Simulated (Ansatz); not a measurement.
Rh:

```xyz
1
Lattice="0.0000 1.8979 1.8979 1.8979 0.0000 1.8979 1.8979 1.8979 0.0000" Properties=species:S:1:pos:R:3 pbc="T T T"
Rh    0.0000    0.0000    0.0000
```

Base run:

| Property | Result |
| --- | --- |
| Program | Ansatz 0.2.0 |
| Functional | PBEsol |
| Potentials or basis | all-electron LAPW, inner shells corrected to Dirac's equation |
| Cutoff | 278 eV |
| Density cutoff | 1112 eV |
| Basis error allowed | 0.001 eV/atom |
| k mesh | 12 × 12 × 12 |
| Occupations | fermi-dirac, width 0.05 eV |
| Spin | no spin polarisation |

Its results: pressure -3.7 GPa.

After a change of settings the same cell gave: pressure 6.6 GPa. Which change was it?
A. potentials or basis from all-electron LAPW, inner shells corrected to Dirac's equation to all-electron LAPW, scalar-relativistic
B. potentials or basis from all-electron LAPW, inner shells corrected to Dirac's equation to all-electron LAPW, non-relativistic
C. functional from PBEsol to revPBE; potentials or basis from all-electron LAPW, inner shells corrected to Dirac's equation to all-electron LAPW, scalar-relativistic
D. functional from PBEsol to RPBE; potentials or basis from all-electron LAPW, inner shells corrected to Dirac's equation to all-electron LAPW, scalar-relativistic

B.

Caveats: relativity is left out, which matters for the heavier elements (some runs).

Not every run made on this cell is shown here.
